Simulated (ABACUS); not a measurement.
The system is Na.

```
Na
1.0
    -2.14100    2.14100    2.14100
     2.14100   -2.14100    2.14100
     2.14100    2.14100   -2.14100
Na
1
Direct
  0.00000 0.00000 0.00000
```

| Quantity | Value |
| --- | --- |
| Program | ABACUS 3.10.1 |
| Task | relaxation of cell and atoms |
| Functional | AM05 |
| Potentials or basis | PseudoDojo NC SR 0.5 PBE standard |
| Cutoff | 1211 eV |
| Density cutoff | 4844 eV |
| Basis | plane waves |
| k mesh | 7 × 7 × 7 |
| Occupations | fermi-dirac, width 0.05 eV |
| Spin | no spin polarisation |

At the start: pressure -0.3 GPa; volume 39.26 Å³/atom.

Question: How do energy, volume and symmetry change on relaxing?

Answer: Over 3 steps the energy falls by 2.3 meV/atom and the volume is 37.30 Å³/atom (-5.0 %); space group Im-3m (No. 229, to 0.05 Å).

Step by step:
```csv
step,energy change (eV),largest force (eV/Å),pressure (GPa),volume (Å³)
1,0.0000,0.0000,-0.35,39.26
2,-0.0010,0.0000,-0.29,38.76
3,-0.0023,0.0000,0.00,37.30
```

Final structure:
```
CELL_PARAMETERS angstrom
-2.10474 2.10474 2.10474
2.10474 -2.10474 2.10474
2.10474 2.10474 -2.10474
ATOMIC_POSITIONS crystal
Na 0.00000 0.00000 0.00000
```

Caveat: the potentials were made for another functional, which shifts forces and pressure.
